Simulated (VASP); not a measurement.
```
BeO
1.0
    1.35000    -2.33827     0.00000
    1.35000     2.33827     0.00000
    0.00000     0.00000     4.38000
Be O
2 2
Direct
  0.66667   0.33333   0.50000
  0.33333   0.66667   0.00000
  0.66667   0.33333   0.87800
  0.33333   0.66667   0.37800
```

All values below come from PBE GGA, VASP's PBE PAW potentials (set 64) (plane waves; VASP). Numerical set-up: 520 eV cut-off, 7×7×4 Γ-centred mesh, Gaussian smearing of 0.050 eV, potentials Be O.

Question: Give the stress tensor in GPa (positive for a compressed cell).

Answer: 
```
3.29  0.00  0.00
0.00  3.29  0.00
0.00  0.00  3.73
```
The pressure is its mean diagonal, 3.43 GPa.

The compound is BeO in the wurtzite structure. The cell was not relaxed at this level.
